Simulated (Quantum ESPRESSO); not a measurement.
Crystal: KF (Carobbiite).

```
CELL_PARAMETERS angstrom
0.00000 2.67185 2.67185
2.67185 0.00000 2.67185
2.67185 2.67185 0.00000
ATOMIC_POSITIONS crystal
K 0.00000 0.00000 0.00000
F 0.50000 0.50000 0.50000
```

Base run:

| Property | Result |
| --- | --- |
| Program | Quantum ESPRESSO 7.5 |
| Functional | BLYP |
| Potentials or basis | PseudoDojo 0.4.1 SR PBE standard |
| Cutoff | 1143 eV |
| Density cutoff | 4572 eV |
| k mesh | 6 × 6 × 6, shifted |
| Occupations | fermi-dirac, width 0.05 eV |
| Spin | no spin polarisation |

Its results: pressure 2.1 GPa; electronic dielectric tensor (diagonal) 1.98.

Problem. The run is repeated on the same cell with these changes: functional from BLYP to PBE. What comes out?

Solution. Pressure 1.3 GPa; electronic dielectric tensor (diagonal) 1.98.

PBE binds more tightly than BLYP, so the same cell stands under less pressure.

Caveats: the potentials were made for another functional, which shifts forces and pressure (some runs).
